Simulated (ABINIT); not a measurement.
# BAs (F-43m) in ABINIT: reference runs, part 2 of 2

ABINIT 10.8.3 (patched build). Earlier steps stand in the parts before.

### 3 Single point, PBE (atoms moved at random, drawn with an rms of 0.05 Å)

Input file run.abi:

```
# Pseudopotentials
pp_dirpath "./"
pseudos "As.GGA_PBE-JTH.xml, B.GGA_PBE-JTH.xml"

# Structure
acell 6.3832096775 6.3832096775 6.3832096775
rprim
     0.0000000000     0.7071067812     0.7071067812
     0.7071067812     0.0000000000     0.7071067812
     0.7071067812     0.7071067812     0.0000000000
ntypat 2
znucl 33 5
natom 2
typat 1 2
xred
     0.7496230000     0.7495860000     0.7316970000
     0.0033120000    -0.0222670000    -0.0148580000
chkprim 0
chksymtnons 0
tolsym 1.0e-6

# Plane-wave basis
ecut 408.170794 eV
pawecutdg 30.0

# k points
kptopt 1
ngkpt 10 10 10
nshiftk 1
shiftk 0.0 0.0 0.0

# Exchange and correlation
ixc 11

# Bands and occupations
nband 13
occopt 3
tsmear 0.00183747

# SCF cycle
nstep 100
tolvrs 1.0e-9

# Output
iomode 3
prtwf 0
prtden 0
prteig 0
prtebands 0
enunit 1
```

Potentials or basis: JTH PAW PBE v2.0.

Started as:

```sh
$ abinit run.abi > log 2>&1
```

run.abo:

```text
.Version 10.8.3 of ABINIT
 Symmetries : space group P1 (#  1); Bravais aP (primitive triclinic)
================================================================================
 Values of the parameters that define the memory need of the present run
     intxc =       0    ionmov =       0      iscf =      17    lmnmax =      18
     lnmax =       6     mgfft =      24  mpssoang =       3    mqgrid =    3001
     natom =       2  nloc_mem =       2    nspden =       1   nspinor =       1
    nsppol =       1      nsym =       1    n1xccc =       1    ntypat =       2
    occopt =       3   xclevel =       2
       mpw =         532          nfft =       13824          nkpt =         504
 PAW method is used; the additional fine FFT grid is defined by:
   mgfftf=        32    nfftf =     32768
================================================================================
================================================================================

--------------------------------------------------------------------------------
------------- Echo of variables that govern the present computation ------------
--------------------------------------------------------------------------------
 -outvars: echo values of preprocessed input variables --------
            acell      6.3832096775E+00  6.3832096775E+00  6.3832096775E+00 Bohr
              amu      7.49215900E+01  1.08110000E+01
          chkprim           0
      chksymtnons           0
             ecut      1.50000000E+01 Hartree
           enunit           1
                       outvar_i_n : Printing only first  50 k-points.
              ixc          11
                       outvar_i_n : Printing only first  50 k-points.
         kptrlatt       10    0    0      0   10    0      0    0   10
          kptrlen      6.38320968E+01
            natom           2
            nband          13
            ngfft          24      24      24
          ngfftdg          32      32      32
             nkpt         504
            nstep         100
             nsym           1
           ntypat           2
                       prtocc : prtvol=0, do not print more k-points.
           occopt           3
        pawecutdg      3.00000000E+01 Hartree
         pawxcdev           0
           prtden           0
        prtebands           0
           prteig           0
            prtwf           0
            rprim      0.0000000000E+00  7.0710678120E-01  7.0710678120E-01
                       7.0710678120E-01  0.0000000000E+00  7.0710678120E-01
                       7.0710678120E-01  7.0710678120E-01  0.0000000000E+00
          spgroup           1
           tolsym      1.00000000E-06
           tolvrs      1.00000000E-09
           tsmear      1.83747000E-03 Hartree
            typat      1  2
           useylm           1
                       outvars : Printing only first  50 k-points.
           xangst      3.5380444432E+00  3.5381328177E+00  3.5808606942E+00
                      -8.8673062442E-02 -2.7577620982E-02 -4.5274017470E-02
            xcart      6.6859350189E+00  6.6861020225E+00  6.7668460070E+00
                      -1.6756780276E-01 -5.2114150860E-02 -8.5555493639E-02
             xred      7.4962300000E-01  7.4958600000E-01  7.3169700000E-01
                       3.3120000000E-03 -2.2267000000E-02 -1.4858000000E-02
            znucl       33.00000    5.00000

================================================================================

 chkinp: Checking input parameters for consistency.

================================================================================
== DATASET  1 ==================================================================

--- !DatasetInfo
iteration_state: {dtset: 1, }
dimensions: {natom: 2, nkpt: 504, mband: 13, nsppol: 1, nspinor: 1, nspden: 1, mpw: 532, }
cutoff_energies: {ecut:  15.0, pawecutdg:  30.0, }
electrons: {nelect:   1.80000000E+01, charge:   0.00000000E+00, occopt:   3.00000000E+00, tsmear:   1.83747000E-03, }
meta: {optdriver: 0, ionmov: 0, optcell: 0, iscf: 17, paral_kgb: 0, }
...

 Exchange-correlation functional for the present dataset will be:
  GGA: Perdew-Burke-Ernzerhof functional - ixc=11
[... 91 lines left out ...]
- [ -1.35525396E-02,   3.77515839E-03,  -1.33399828E-02, ]
- [  1.35525396E-02,  -3.77515839E-03,   1.33399828E-02, ]
force_length_stats: {min:   1.93875808E-02, max:   1.93875808E-02, mean:   1.93875808E-02, }
...

 Integrated electronic density in atomic spheres:
 ------------------------------------------------
 Atom  Sphere_radius  Integrated_density
    1        2.10392         12.80290809
    2        1.70617          1.75748038

================================================================================

 ----iterations are completed or convergence reached----

 Mean square residual over all n,k,spin=   31.263E-12; max=  13.422E-08
 reduced coordinates (array xred) for    2 atoms
       0.749623000000      0.749586000000      0.731697000000
       0.003312000000     -0.022267000000     -0.014858000000
 rms dE/dt=  7.8624E-02; max dE/dt=  1.2149E-01; dE/dt below (all hartree)
    1       0.043276892696      0.121491809737      0.044312768394
    2      -0.043066898016     -0.121272951841     -0.043949819021

 cartesian coordinates (angstrom) at end:
    1      3.53804444318838     3.53813281768832     3.58086069416040
    2     -0.08867306244206    -0.02757762098198    -0.04527401747042

 cartesian forces (hartree/bohr) at end:
    1     -0.01355253955632     0.00377515838945    -0.01333998282886
    2      0.01355253955632    -0.00377515838945     0.01333998282886
 frms,max,avg= 1.1193425E-02 1.3552540E-02  -2.059E-05 -1.961E-05 -3.650E-06 h/b

 cartesian forces (eV/Angstrom) at end:
    1     -0.69689960401303     0.19412644956752    -0.68596949762375
    2      0.69689960401303    -0.19412644956752     0.68596949762375
 frms,max,avg= 5.7558906E-01 6.9689960E-01  -1.059E-03 -1.008E-03 -1.877E-04 e/A
 length scales=  6.383209677500  6.383209677500  6.383209677500 bohr
              =  3.377849091457  3.377849091457  3.377849091457 angstroms
 Fermi (or HOMO) energy (eV) =   7.85201   Average Vxc (eV)= -10.43758
 Eigenvalues (   eV  ) for nkpt= 504  k points:
 kpt#   1, nband= 13, wtk=  0.00100, kpt=  0.0000  0.0000  0.0000 (reduced coord)
 -28.73612  -28.73425  -28.73365  -28.71557  -28.71554   -8.34213    6.69290    6.95577
   7.56913    9.96192   10.41558   10.63154   11.71900
 prteigrs : prtvol=0 or 1, do not print more k-points.

--- !EnergyTerms
iteration_state     : {dtset: 1, }
comment             : Components of total free energy in Hartree
kinetic             :  5.69280343662776E+00
hartree             :  3.32918895724912E+01
xc                  : -3.28782291408923E+00
Ewald energy        : -6.34139977679420E+01
psp_core            :  2.70429404895343E+00
local_psp           : -9.01683360691309E+01
PAW spherical_terms : -1.55040457796829E+00
internal            : -1.16731574271058E+02
'-kT*entropy'       : -1.96234097250862E-07
total_energy        : -1.16731574467292E+02
total_energy_eV     : -3.17642795993098E+03
...

--- !EnergyTermsDC
iteration_state     : {dtset: 1, }
comment             : '"Double-counting" decomposition of free energy'
band_energy         : -1.04110870902676E+01
Ewald energy        : -6.34139977679420E+01
psp_core            :  2.70429404895343E+00
xc_dc               : -3.23779730944064E+01
PAW spherical_terms : -1.32328107965237E+01
internal            : -1.16731574700186E+02
'-kT*entropy'       : -1.96234097250862E-07
total_energy_dc     : -1.16731574896420E+02
total_energy_dc_eV  : -3.17642797160815E+03
...

--- !EnergyTermsWithPAWCore
iteration_state     : {dtset: 1, }
comment             : 'Components of total free energy, including PAW core contributions'
Total energy        : -2.28582744371419E+03
Total energy DC     : -2.28582744414331E+03
Total energy (eV)   : -6.22005334625701E+04
Total energy DC (eV): -6.22005334742473E+04
...

 Cartesian components of stress tensor (hartree/bohr^3)
  sigma(1 1)= -1.02243243E-04  sigma(3 2)= -6.10194448E-05
  sigma(2 2)= -1.07303393E-04  sigma(3 1)=  1.52119800E-05
  sigma(3 3)= -1.01797336E-04  sigma(2 1)= -5.94035217E-05

-Cartesian components of stress tensor (GPa)         [Pressure=  3.0534E+00 GPa]
- sigma(1 1)= -3.00810007E+00  sigma(3 2)= -1.79525405E+00
- sigma(2 2)= -3.15697481E+00  sigma(3 1)=  4.47551903E-01
- sigma(3 3)= -2.99498103E+00  sigma(2 1)= -1.74771195E+00

== END DATASET(S) ==============================================================
================================================================================

 -outvars: echo values of variables after computation  --------
            acell      6.3832096775E+00  6.3832096775E+00  6.3832096775E+00 Bohr
           etotal     -1.1673157490E+02
            fcart     -1.3552539556E-02  3.7751583894E-03 -1.3339982829E-02
                       1.3552539556E-02 -3.7751583894E-03  1.3339982829E-02
            rprim      0.0000000000E+00  7.0710678120E-01  7.0710678120E-01
                       7.0710678120E-01  0.0000000000E+00  7.0710678120E-01
                       7.0710678120E-01  7.0710678120E-01  0.0000000000E+00
           strten     -1.0224324320E-04 -1.0730339271E-04 -1.0179733601E-04
                      -6.1019444785E-05  1.5211979980E-05 -5.9403521652E-05
           xangst      3.5380444432E+00  3.5381328177E+00  3.5808606942E+00
                      -8.8673062442E-02 -2.7577620982E-02 -4.5274017470E-02
             xred      7.4962300000E-01  7.4958600000E-01  7.3169700000E-01
                       3.3120000000E-03 -2.2267000000E-02 -1.4858000000E-02
 Calculation completed.
```

Wall time 99 s (1 thread of AMD EPYC 7R13 (Zen 3), shared host); peak memory 0.2 GiB.

What came out:

| Item | Value |
| --- | --- |
| Free energy | -3176.4280 eV |
| Pressure | 3.1 GPa |
| Largest force | 0.997 eV/Å |
| Band gap on the k mesh | 0.65 eV, indirect (least direct gap 2.39 eV) |
| Valence electrons inside the program's atomic spheres | As 12.80; B 1.76 |

Forces in eV/Å, atoms in the order of the input:
```
As  -0.697  0.194 -0.686
B    0.697 -0.194  0.686
```
